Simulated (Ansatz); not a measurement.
# WS2: stress in a strained cell

WS2 is deformed so: equal xx and yy strain of +3 %. What stress and forces result, by LAPW, PAW and all-electron datasets made for the crystal?

Computed with Ansatz 0.2.0 (DFT PBE, scalar-relativistic, unless a step's input says otherwise).

## Step 1: Starting point

Symmetry: R3m, No. 160, trigonal system. The conventional cell has a = 3.158 Å, b = 3.158 Å, c = 18.490 Å, α = 90.00°, β = 90.00°, γ = 120.00°. Around W (site symmetry 3m) lie 6 S at 2.39 to 2.42 Å. Around S (site symmetry 3m) lie 3 W at 2.39 Å. S (site symmetry 3m) is surrounded by 3 W at 2.42 Å.

As a file:

```xyz
3
Lattice="1.5790 0.9116 6.1633 -1.5790 0.9116 6.1633 0.0000 -1.8233 6.1633" Properties=species:S:1:pos:R:3 pbc="T T T"
W     0.0000    0.0000    0.0000
S     0.0000    0.0000   13.8730
S     0.0000    0.0000   10.7427
```

Atoms are numbered in the order of the input: W1, S2, S3.

## Step 2: After the deformation

Space group R3m before, R3m after.

## Step 3: All-electron LAPW

The input, input.yaml:

```yaml
crystal:
  lattice:
    - [1.6263703958, 0.9389853858, 6.16333]
    - [-1.6263703958, 0.9389853858, 6.16333]
    - [0.0, -1.8779707716, 6.16333]
  atoms:
    - { symbol: W, position: [0.0, 0.0, 0.0] }
    - { symbol: S, position: [0.7503, 0.7503, 0.7503] }
    - { symbol: S, position: [0.581, 0.581, 0.581] }
kpoints:
  mp_grid: { grid: [13, 13, 13] }
  band_path:
    path:
      - [0.0, 0.0, 0.0]
      - [0.5, 0.5, 0.5]
      - [0.8178595838, 0.1821404162, 0.5]
      - [0.5, -0.1821404162, 0.1821404162]
      - [0.5, 0.0, 0.0]
      - [0.0, 0.0, 0.0]
      - [0.3410702081, -0.3410702081, 0.0]
      - [0.6589297919, 0.0, 0.3410702081]
      - [0.5, 0.0, 0.5]
    npoints: 5
scf:
  occupations: { method: fermi_dirac, width: 0.08 }
hamiltonian:
  xc: pbe
  pseudopotentials: { kind: all_electron, lapw: { basis_error: 0.0005 } }
output:
  forces: true
  stress: true
  eigenvalues: true
```

On the command line:

```sh
$ ansatz run input.yaml --threads 1 --pin off --max-ram 4096MiB --backend cpu --events-out ev --progress --plain --runs-dir out
```

## Step 4: Frozen-core PAW

The input, input.yaml:

```yaml
crystal:
  lattice:
    - [1.6263703958, 0.9389853858, 6.16333]
    - [-1.6263703958, 0.9389853858, 6.16333]
    - [0.0, -1.8779707716, 6.16333]
  atoms:
    - { symbol: W, position: [0.0, 0.0, 0.0] }
    - { symbol: S, position: [0.7503, 0.7503, 0.7503] }
    - { symbol: S, position: [0.581, 0.581, 0.581] }
kpoints:
  mp_grid: { grid: [13, 13, 13] }
scf:
  occupations: { method: fermi_dirac, width: 0.08 }
hamiltonian:
  xc: pbe
  pseudopotentials: { kind: paw }
output:
  forces: true
  stress: true
  eigenvalues: true
  efg: { contact_densities: true }
```

## Step 5: Datasets made for this crystal

input.yaml, as its differences from that of step 4:

```diff
@@ -15,3 +15,3 @@
   xc: pbe
-  pseudopotentials: { kind: paw }
+  pseudopotentials: { kind: all_electron, datasets: crystal }
 output:
```

(Steps that only read results are left out.)

**Question.** What will these runs give? Wanted: pressure; largest shear or deviatoric stress.

The runs gave:

```
                                 quantity                                              value
                                 pressure  LAPW -4.24, PAW -4.31, crystal datasets -4.25 GPa
largest shear or deviatoric stress (LAPW)                                           3.09 GPa
```

In words: The largest part of the stress beyond the pressure is 3.09 GPa in size, in the zz component; the atoms are carried along and not relaxed. No run of the undeformed cell stands beside it, so the pressure holds what the given cell had before the change. PAW: stress within 0.07 GPa of LAPW, forces within 6 meV/Å. Crystal datasets: stress within 0.01 GPa of LAPW, forces within 1 meV/Å. Spin-orbit coupling is left out, though the cell holds W; in elements this heavy it can shift bands and gaps by tenths of an eV.
